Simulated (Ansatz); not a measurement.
Input and command of a calculation in Ansatz (plane waves; scalar-relativistic PAW potentials unless the input names others):

```yaml
crystal:
  lattice:
    - [-1.7714536356, 1.7714442474, 2.5007158517]
    - [1.7714536356, -1.7714442474, 2.5007158517]
    - [1.7714536356, 1.7714442474, -2.5007158517]
  atoms:
    - { symbol: Xx, position: [0.5, 0.5, 0.0] }
basis:
  ecutwfc: 420
kpoints:
  mp_grid: { grid: [16, 16, 16] }
hamiltonian:
  xc: pbe
scf:
  occupations: { method: gaussian, width: 0.1 }
  max_iter: 60
output:
  forces: true
  eigenvalues: true
  stress: true
```

```bash
ansatz run input.yaml --threads 1 --pin off --max-ram 1331MiB --backend cpu --events-out ev --progress --plain --runs-dir out
```

Problem. What is wrong with this input?

Solution. The program refuses it, because of an unknown element (crystal.atoms[0].symbol: "Ca" → "Xx"). With the sound run's settings it is accepted.

Abridged log:
```
Error: YAML parse error: error: line 7 column 17: `Xx` is not an element symbol (H … Og, case-exact)
 --> <input>:7:17
  |
5 |     - [1.7714536356, 1.7714442474, -2.5007158517]
6 |   atoms:
7 |     - { symbol: Xx, position: [0.5, 0.5, 0.0] }
  |                 ^ `Xx` is not an element symbol (H … Og, case-exact)
8 | basis:
9 |   ecutwfc: 420
  |
```